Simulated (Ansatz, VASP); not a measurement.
## Two plane-wave programs on Nb

```
CELL_PARAMETERS angstrom
0.00000 2.20074 2.20074
2.20074 0.00000 2.20074
2.20074 2.20074 0.00000
ATOMIC_POSITIONS crystal
Nb 0.00000 0.00000 0.00000
```

Alike in both runs: task single point; functional revPBE; k mesh 14 × 14 × 14; occupations fermi-dirac, width 0.1 eV; no spin polarisation.

|  | VASP | Ansatz |
| --- | --- | --- |
| version | VASP 6.6.1 | Ansatz 0.2.0 |
| potentials or method | VASP PAW PBE potentials, release 64 (Nb_sv) | plane waves (420 eV) with PAW, scalar-relativistic |
| plane-wave cutoff (eV) | 520 | 420 |
| valence electrons in the cell | 13 | 13 |

VASP gave:

* pressure (GPa): -14.8

Estimate Ansatz's values.

pressure (GPa): -14.6.

Caveats: the PAW data sets were made with another functional, which shifts forces and pressure a little (VASP).
